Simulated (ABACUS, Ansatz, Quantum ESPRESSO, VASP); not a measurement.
## One calculation of KMgF3, 4 ways

```
K Mg F
1.0
     3.98590    0.00000    0.00000
     0.00000    3.98590    0.00000
     0.00000    0.00000    3.98590
K Mg F
1 1 3
Direct
  0.50000 0.50000 0.50000
  0.00000 0.00000 0.00000
  0.00000 0.00000 0.50000
  0.00000 0.50000 0.00000
  0.50000 0.00000 0.00000
```

Alike in all runs: task equation of state; functional PBE; k mesh 7 × 7 × 7; occupations fermi-dirac, width 0.05 eV; no spin polarisation; no spin-orbit coupling.

```csv
program and potentials,plane-wave cutoff (eV),notes,equilibrium volume (Å³/atom),bulk modulus (GPa)
"Ansatz, Ansatz PAW",420,-,?,?
"VASP, PBE PAW files F, K_sv, Mg, 520 eV",520,-,13.31,66.8
"Quantum ESPRESSO, SSSP 1.3 efficiency PBE",816,-,13.28,67.6
"ABACUS, PseudoDojo NC SR 0.4.1 PBE standard, plane waves",1143,-,13.30,66.1
```

Task: Estimate from the other rows what the run with Ansatz, Ansatz PAW gave.

Result: Equilibrium volume 13.33 Å³/atom; bulk modulus 66.5 GPa. The other rows, which needn't bracket it: equilibrium volume 13.28 to 13.31; bulk modulus 66.1 to 67.6.
